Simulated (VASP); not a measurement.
CuO:

```xyz
2
Lattice="0.0000 2.3273 2.3273 2.3273 0.0000 2.3273 2.3273 2.3273 0.0000" Properties=species:S:1:pos:R:3 pbc="T T T"
Cu    0.0000    0.0000    0.0000
O     1.1636    1.1636    1.1636
```

Measurements of this composition are mostly on another form, of space group No. 15.

Base run:

```yaml
Program: VASP 6.6.1
Functional: PBEsol
Potentials_or_basis: VASP PAW PBE potentials, release 64 (Cu, O)
Cutoff: 520 eV
k_mesh: 7 × 7 × 7
Occupations: gaussian, width 0.05 eV
Spin: no spin polarisation
Hubbard_terms: Cu d U = 8 eV
```

Its results: band gap on the k mesh none (metal or under the smearing width); pressure -17.4 GPa.

Q: The run is repeated on the same cell with these changes: spin from no spin polarisation to collinear spin, random start; further incar settings from ALGO = Normal; EDIFF = 1e-06 to ALGO = Normal; EDIFF = 1e-06; NBANDS = 20. What comes out?

A: Band gap on the k mesh none (metal or under the smearing width); pressure -16.0 GPa; net moment 1.00 μB per cell; site moments Cu +0.47; O +0.48 μB.

Caveats: the PAW data sets were made with another functional, which shifts forces and pressure a little; an odd number of electrons without spin polarisation forces a metal (some runs); a magnetic or distorted state may lie lower (some runs); U without spin polarisation on a metal has little footing (some runs); a cell with one magnetic atom can't hold antiferromagnetic order, which such compounds often take (some runs).
